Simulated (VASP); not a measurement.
## Relaxed cell of CuI with and without spin-orbit coupling

Aim: relax CuI with and without spin-orbit coupling. The starting structure is a measured crystal structure from the Crystallography Open Database. The first relaxation on each setting starts from this cell expanded by 3 % in volume.

Method: Kohn-Sham DFT with plane waves and PAW; PBEsol and PBEsol + spin-orbit coupling, in VASP 6.6.1.

The database entry behind the starting cell differs from later determinations by our own check (about 0.4 % short), so it need not match the best structure at ambient conditions.

**1. The structure**

Symmetry: F-43m, No. 216, cubic system. Conventional cell: a = 6.032 Å, b = 6.032 Å, c = 6.032 Å, α = 90.00°, β = 90.00°, γ = 90.00°. Nearest to I lie 4 Cu at 2.61 Å. Nearest to Cu lie 4 I at 2.61 Å. Farther neighbours and most contacts between anions are not listed.

**2. Relaxation without spin-orbit coupling**

This run starts from the cell of an earlier relaxation, which isn't shown; the restart sets up the plane waves anew.

INCAR

```
SYSTEM = CuI
PREC = Accurate
ENCUT = 450
EDIFF = 1E-06
NELM = 100
ISMEAR = 0
SIGMA = 0.03
LREAL = .FALSE.
ALGO = Normal
GGA = PS
NBANDS = 15
LASPH = .TRUE.
LORBIT = 11
LWAVE = .FALSE.
LCHARG = .FALSE.
KPAR = 4
IBRION = 2
NSW = 50
ISIF = 3
EDIFFG = -0.006
```

POSCAR

```
CuI
1.0
    0.0000000000      2.9729443569      2.9729443569
    2.9729443569      0.0000000000      2.9729443569
    2.9729443569      2.9729443569      0.0000000000
I Cu
1 1
Direct
    0.0000000000      0.0000000000      0.0000000000
    0.7500000000      0.7500000000      0.7500000000
```

KPOINTS

```
Automatic mesh
0
Gamma
6 6 6
0 0 0
```

The projector-augmented-wave data sets are I and Cu (PBE family, release 64).

Run with:

```console
mpirun -np 4 vasp_std
```

The program printed:

```text
[banner, memory and clock lines left out]
running    4 mpi-ranks, on    1 nodes
 distrk:  each k-point on    1 cores,    4 groups
 distr:  one band on    1 cores,    1 groups

 POSCAR found type information on POSCAR I Cu
 POSCAR found :  2 types and       2 ions
|                                                                             |
|               ----> ADVICE to this user running VASP <----                  |
|                                                                             |
|     You enforced a specific xc type in the INCAR file but a different       |
|     [... a line on the potential file left out ...]
|     I HOPE YOU KNOW WHAT YOU ARE DOING!                                     |
|                                                                             |

 LDA part: xc-table for (Slater+PW92), standard interpolation
 POSCAR, INCAR and KPOINTS ok, starting setup
 FFT: planning ... GRIDC
 FFT: planning ... GRID_SOFT
 FFT: planning ... GRID
 WAVECAR not read
 entering main loop
       N       E                     dE             d eps       ncg     rms          rms(c)
DAV:   1     0.931870795695E+02    0.93187E+02   -0.70690E+03   480   0.116E+03
DAV:   2    -0.231621667555E+00   -0.93419E+02   -0.85004E+02   480   0.231E+02
DAV:   3    -0.647451909723E+01   -0.62429E+01   -0.61491E+01   627   0.650E+01
DAV:   4    -0.664827808433E+01   -0.17376E+00   -0.17368E+00   579   0.101E+01
DAV:   5    -0.665674229297E+01   -0.84642E-02   -0.84639E-02   702   0.257E+00    0.624E+00
DAV:   6    -0.656356423570E+01    0.93178E-01   -0.44746E+00   515   0.592E+01    0.408E+00
DAV:   7    -0.631965183689E+01    0.24391E+00   -0.10336E+00   543   0.361E+01    0.176E+00
DAV:   8    -0.632116003641E+01   -0.15082E-02   -0.68414E-02   743   0.479E+00    0.635E-01
DAV:   9    -0.631664487612E+01    0.45152E-02   -0.15784E-02   616   0.369E+00    0.254E-01
DAV:  10    -0.631673327956E+01   -0.88403E-04   -0.69308E-04   599   0.206E-01    0.212E-01
DAV:  11    -0.631663854177E+01    0.94738E-04   -0.25683E-04   621   0.516E-01    0.494E-02
DAV:  12    -0.631663873655E+01   -0.19478E-06   -0.16636E-04   776   0.305E-01    0.487E-02
DAV:  13    -0.631664009728E+01   -0.13607E-05   -0.11333E-05   571   0.234E-02    0.453E-02
DAV:  14    -0.631664044535E+01   -0.34807E-06   -0.10317E-06   464   0.850E-03
   1 F= -.63166404E+01 E0= -.63166404E+01  d E =-.631664E+01
[...]
2 F= -.63164369E+01 E0= -.63164369E+01  d E =0.203571E-03
[...]
3 F= -.63165964E+01 E0= -.63165964E+01  d E =0.440752E-04
[...]
4 F= -.63166275E+01 E0= -.63166275E+01  d E =0.129432E-04
[...]
5 F= -.63166350E+01 E0= -.63166350E+01  d E =0.545215E-05
 curvature:  -0.00 expect dE=-0.119E-05 dE for cont linesearch -0.119E-05
 ZBRENT: interpolating
 opt :   0.0105  next Energy=    -6.316641 (dE=-0.472E-06)
 bond charge predicted
       N       E                     dE             d eps       ncg     rms          rms(c)
DAV:   1    -0.631663826444E+01   -0.31145E-05   -0.86802E-06   480   0.677E-02    0.640E-03
DAV:   2    -0.631663795821E+01    0.30623E-06   -0.54715E-06   480   0.733E-02
   6 F= -.63166380E+01 E0= -.63166380E+01  d E =0.248714E-05
 curvature:  -0.00 expect dE=-0.879E-09 dE for cont linesearch -0.879E-09
 trial: gam= 0.00000 g(F)=  0.762E-46 g(S)=  0.472E-06 ort =-0.651E-05 (trialstep = 0.802E+00)
 search vector abs. value=  0.472E-06
 reached required accuracy - stopping structural energy minimisation
```

Wall time 22 s (4 MPI ranks of AMD EPYC 7R43, shared host); peak memory 0.55 GiB.

The logs omit lines about the potential files and the build; timing stands in the text.

Parts of OUTCAR (step 2):

```text
ion  position               nearest neighbor table
   1  0.000  0.000  0.000-   2 2.57   2 2.57   2 2.57   2 2.57
   2  0.750  0.750  0.750-   1 2.57   1 2.57   1 2.57   1 2.57

  LATTYP: Found a face centered cubic cell.
 ALAT       =     5.9458887138

 Subroutine GETGRP returns: Found 24 space group operations
 (whereof 24 operations were pure point group operations)

The static configuration has the point symmetry T_d .

 Found     16 irreducible k-points:

   k-points           NKPTS =     16   k-points in BZ     NKDIM =     16   number of bands    NBANDS=     15

   dimension x,y,z NGX =    30 NGY =   30 NGZ =   30
   dimension x,y,z NGXF=    60 NGYF=   60 NGZF=   60

   ENCUT  =  450.0 eV  33.07 Ry    5.75 a.u.   7.27  7.27  7.27*2*pi/ulx,y,z

   NELECT =      18.0000    total number of electrons

 k-points in reciprocal lattice and weights: Automatic mesh
   0.00000000  0.00000000  0.00000000       0.005
   0.16666667  0.00000000  0.00000000       0.037
   0.33333333  0.00000000  0.00000000       0.037
   0.50000000  0.00000000  0.00000000       0.019
   0.16666667  0.16666667  0.00000000       0.028
   0.33333333  0.16666667  0.00000000       0.111
   0.50000000  0.16666667  0.00000000       0.111
  -0.33333333  0.16666667  0.00000000       0.111
  -0.16666667  0.16666667  0.00000000       0.056
[...]
-0.33333333  0.33333333  0.16666667       0.111
  -0.33333333  0.50000000  0.16666667       0.056

 average (electrostatic) potential at core
       1 -91.7348       2 -65.3283

 E-fermi :   5.0920

 k-point     1 :       0.0000    0.0000    0.0000
  band No.  band energies     occupation
    ...
      5       2.8060      2.00000
      6       2.8060      2.00000
      7       4.9351      2.00000
      8       4.9351      2.00000
      9       4.9351      2.00000
     10       6.1211      0.00000
     11       9.6972      0.00000
     12       9.6972      0.00000
     13       9.6972      0.00000
     14      13.0527      0.00000
    ...

 k-point     2 :       0.1667    0.0000    0.0000
  band No.  band energies     occupation
    ...
      5       2.7953      2.00000
      6       2.7953      2.00000
      7       3.9377      2.00000
      8       4.7101      2.00000
      9       4.7101      2.00000
     10       7.0726      0.00000
     11       9.7589      0.00000
     12      10.0735      0.00000
     13      10.0735      0.00000
     14      13.6699      0.00000
    ...

 k-point     3 :       0.3333    0.0000    0.0000
  band No.  band energies     occupation
    ...
      5       2.8067      2.00000
      6       2.8067      2.00000
      7       3.1394      2.00000
      8       4.3132      2.00000
      9       4.3132      2.00000
     10       7.1686      0.00000
     11      10.3312      0.00000
     12      10.3312      0.00000
     13      11.4457      0.00000
     14      13.4785      0.00000
    ...

  Total       -0.0025533     -0.0025533     -0.0025533     -0.0000000     -0.0000000      0.0000000
  in kB       -0.0778417     -0.0778417     -0.0778417     -0.0000000     -0.0000000      0.0000000
  external PRESSURE =      -0.0778417 kB  Pullay stress =       0.0000000 kB

  energy-cutoff  :      450.00
  volume of cell :       52.55
      direct lattice vectors                 reciprocal lattice vectors
    -0.000000000  2.972970915  2.972970915    -0.168181935  0.168181935  0.168181935
     2.972970915 -0.000000000  2.972970915     0.168181935 -0.168181935  0.168181935
     2.972970915  2.972970915 -0.000000000     0.168181935  0.168181935 -0.168181935

 POSITION                                       TOTAL-FORCE (eV/Angst)
 -----------------------------------------------------------------------------------
      0.00000      0.00000      0.00000        -0.000000     -0.000000     -0.000000
      4.45946      4.45946      4.45946         0.000000      0.000000      0.000000
 -----------------------------------------------------------------------------------
    total drift:                               -0.000001     -0.000001     -0.000001

  FREE ENERGIE OF THE ION-ELECTRON SYSTEM (eV)
  ---------------------------------------------------
  free  energy   TOTEN  =        -6.3166379582 eV

  energy  without entropy=       -6.3166379582  energy(sigma->0) =       -6.31663796

 reached required accuracy - stopping structural energy minimisation

 total charge
# of ion       s       p       d       tot
------------------------------------------
    1        1.489   2.758   0.063   4.310
    2        0.351   0.300   9.323   9.974
--------------------------------------------------
tot          1.840   3.059   9.386  14.284

[... 3 further parts left out ...]
```

CONTCAR:

```
CuI
   1.00000000000000
    -0.0000000000000000    2.9729709147711598    2.9729709147711598
     2.9729709147711598   -0.0000000000000000    2.9729709147711598
     2.9729709147711598    2.9729709147711598   -0.0000000000000000
  I               Cu
     1     1
Direct
     0.0000000000000000    0.0000000000000000    0.0000000000000000
     0.7500000000000000    0.7500000000000000    0.7500000000000000
```

The PAW data sets were made with PBE, which is usual practice but a small mismatch for other functionals. The run keeps the 24 symmetry operations of its start, so it cannot find a distortion of lower symmetry.

Without spin-orbit coupling the relaxed cell holds 26.277 Å³ an atom, with a = 5.946 Å.

**3. Relaxation with spin-orbit coupling**

Against step 2 the input has LNONCOLLINEAR = .TRUE., MAGMOM = 0 0 0 0 0 0, GGA_COMPAT = .FALSE. and LSORBIT = .TRUE. (also changed: NBANDS and LMAXMIX). This run starts from the cell of an earlier relaxation, which isn't shown; the restart sets up the plane waves anew.

INCAR, as its differences from that of step 2:

```diff
@@ -10,4 +10,9 @@
 GGA = PS
-NBANDS = 15
+LNONCOLLINEAR = .TRUE.
+MAGMOM = 0 0 0 0 0 0
+NBANDS = 30
+GGA_COMPAT = .FALSE.
 LASPH = .TRUE.
+LSORBIT = .TRUE.
+LMAXMIX = 4
 LORBIT = 11
```

POSCAR

```
CuI
1.0
    0.0000000000      2.9716382090      2.9716382090
    2.9716382090      0.0000000000      2.9716382090
    2.9716382090      2.9716382090      0.0000000000
I Cu
1 1
Direct
    0.0000000000      0.0000000000      0.0000000000
    0.7500000000      0.7500000000      0.7500000000
```

KPOINTS is that of step 2.

Run with:

```console
mpirun -np 4 vasp_ncl
```

The program printed:

```text
[banner, memory and clock lines left out]
running    4 mpi-ranks, on    1 nodes
[...]
[... a notice as in an earlier step ...]

 LDA part: xc-table for (Slater+PW92), standard interpolation
 POSCAR, INCAR and KPOINTS ok, starting setup
[...]
entering main loop
       N       E                     dE             d eps       ncg     rms          rms(c)
DAV:   1     0.130340741012E+03    0.13034E+03   -0.65910E+03  1320   0.117E+03
DAV:   2     0.606283076177E+01   -0.12428E+03   -0.11546E+03  1362   0.272E+02
DAV:   3    -0.620471071191E+01   -0.12268E+02   -0.11938E+02  1652   0.102E+02
DAV:   4    -0.677007027009E+01   -0.56536E+00   -0.56391E+00  1880   0.204E+01
[...]
DAV:  13    -0.644690552904E+01    0.23720E-05   -0.50941E-05  2100   0.119E-01    0.541E-02
DAV:  14    -0.644690213292E+01    0.33961E-05   -0.53052E-06  1902   0.705E-02    0.314E-02
DAV:  15    -0.644690207482E+01    0.58101E-07   -0.64924E-06  2082   0.439E-02
   1 F= -.64469021E+01 E0= -.64469021E+01  d E =-.644690E+01  mag=    -0.0000    -0.0000    -0.0000
[...]
reached required accuracy - stopping structural energy minimisation
```

Run time: 30 s. Hardware: 4 MPI ranks; peak memory 1.1 GiB.

OUTCAR, selected parts (step 3):

```text
  Total       -0.0002580     -0.0002580     -0.0002580      0.0000000      0.0000000      0.0000000
  in kB       -0.0078757     -0.0078757     -0.0078757      0.0000000      0.0000000      0.0000000
  external PRESSURE =      -0.0078757 kB  Pullay stress =       0.0000000 kB

 POSITION                                       TOTAL-FORCE (eV/Angst)
 -----------------------------------------------------------------------------------
      0.00000      0.00000      0.00000        -0.000000     -0.000000     -0.000000
      4.45746      4.45746      4.45746         0.000000      0.000000      0.000000
 -----------------------------------------------------------------------------------
    total drift:                               -0.000001     -0.000001     -0.000001

  FREE ENERGIE OF THE ION-ELECTRON SYSTEM (eV)
  ---------------------------------------------------
  free  energy   TOTEN  =        -6.4469020748 eV

  energy  without entropy=       -6.4469020748  energy(sigma->0) =       -6.44690207

 magnetization (x)
# of ion       s       p       d       tot
------------------------------------------
    1       -0.000   0.000  -0.000   0.000
    2        0.000  -0.000   0.000  -0.000
--------------------------------------------------
tot          0.000   0.000   0.000   0.000

 magnetization (y)
# of ion       s       p       d       tot
------------------------------------------
    1        0.000   0.000  -0.000   0.000
    2        0.000   0.000   0.000   0.000
--------------------------------------------------
tot          0.000   0.000  -0.000   0.000

 magnetization (z)
# of ion       s       p       d       tot
------------------------------------------
    1       -0.000   0.000   0.000   0.000
    2        0.000  -0.000   0.000   0.000
--------------------------------------------------
tot          0.000  -0.000   0.000   0.000

[... 1 part as in an earlier step ...]

[... 3 further parts left out ...]
[key lines of the parts left out:]
E-fermi :   5.3138
```

With spin-orbit coupling the relaxed cell holds 26.241 Å³ an atom, with a = 5.943 Å.

**4. The runs compared**

```
                        run  volume (Å³/atom)   a (Å)  pressure left (GPa)  core minutes
without spin-orbit coupling            26.277  5.9459               -0.008          2.49
   with spin-orbit coupling            26.241  5.9433               -0.001          14.4
```

Core minutes are wall time times ranks, summed over the relaxations behind a row (those for a bulk modulus apart), on shared hosts.

**5. Summary of results**

| Quantity | Value |
| --- | --- |
| volume without spin-orbit coupling | 26.277 Å³/atom |
| volume with spin-orbit coupling | 26.241 Å³/atom |

In words: The run with spin-orbit coupling gives a volume -0.13 % from the one without. The relaxations stop with -0.008 and -0.001 GPa left; at a bulk modulus of 50 GPa, to name a scale, that difference alone shifts the volume by 0.01 %. The k mesh isn't tested here. GGA_COMPAT also differs between the two, which alone can make a change this small. Further runs on this material are not shown.

[Lines on the potential files, build, host, timing and source positions are cut from VASP's logs without a mark.]

[Logs are printed without paths, hosts, clocks, repeated set-up lines and the standing remarks that a program may print on its own settings, such as how far it seeks lower states.]

[Hosts, paths, dates, database ids (printed as entryN), source tags and the programs' standing remarks are cut or masked in the printed files.]
